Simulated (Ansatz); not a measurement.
Runs of Ansatz 0.2.0 on Ta. It takes space group P6_3/mmc (No. 194, hexagonal). The conventional cell has a = 2.900 Å, b = 2.900 Å, c = 5.166 Å, α = 90.00°, β = 90.00°, γ = 120.00°. Ta (site symmetry -6m2) is surrounded by 12 Ta at 2.90 to 3.08 Å. This isn't the form of Ta at room conditions, which is bcc.

```csv
level,cutoff (eV),gap on the mesh (eV),pressure (GPa)
RPBE,420,none,2.0
BLYP,420,none,4.2
r2SCAN,500,none,-3.9
revPBE,420,none,(b)
LDA,420,none,-12.5
PBEsol,420,none,(a)
```

Alike in all rows: task band structure; potentials or basis Ansatz PAW; no spin polarisation; cell as given; k mesh 6 × 6 × 3; smearing fermi-dirac 0.05 eV; the mesh is coarse, so values aren't converged.

**Question.** Fill in the values left out.

**Answer.** (a) -7.7; (b) 1.1.

Caveats: all runs use coarse meshes; spin-orbit coupling is left out, which moves the levels of the heavy elements; the PAW data sets come from PBE, with cores solved anew for the run's functional, which leaves a small shift of forces and pressure.

A k mesh can miss the band edges, and the runs leave out spin-orbit coupling on Ta.

A gap of «none» marks a metal or a gap under the smearing width.

Runs at the PBE level aren't shown here.
